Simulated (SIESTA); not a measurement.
AlPt: equation of state with LDA

The system is AlPt.

```
Pt Al
1.0
     3.09155    0.00000    0.00000
     0.00000    3.09155    0.00000
     0.00000    0.00000    3.09155
Pt Al
1 1
Direct
  0.50000 0.50000 0.50000
  0.00000 0.00000 0.00000
```

Measurements of this composition are mostly on another form, of space group No. 198.

```yaml
Program: SIESTA 5.4.2
Task: equation of state
Functional: LDA
Potentials_or_basis: PseudoDojo 0.4 standard (LDA files)
Basis: DZP (energy shift 0.003 Ry; two zetas on semicore shells)
Grid_cutoff: 800 Ry
Energy_shift: 0.003 Ry
k_mesh: 9 × 9 × 9
Occupations: fermi-dirac, width 0.05 eV
Spin: no spin polarisation
```

```json
{
  "Equilibrium volume": "14.04 Å³/atom",
  "Bulk modulus": "217 GPa",
  "Pressure derivative of the bulk modulus": "4.9"
}
```

Energy against volume, from the lowest point:
```tsv
volume (Å³/atom)	energy (meV/atom)
13.888	0.00
14.183	0.01
14.478	7.86
14.774	22.78
15.069	43.94
15.365	70.51
15.660	101.89
```

All runs of the series together: 25 min on 1 thread of Arm Neoverse N1 (shared host).

Caveat: short orbitals over semicore shells can move pressures by several GPa; the basis of atomic orbitals isn't converged, which shifts pressures, moduli and gaps. Spin-orbit coupling is left out, which matters for the levels of Pt.
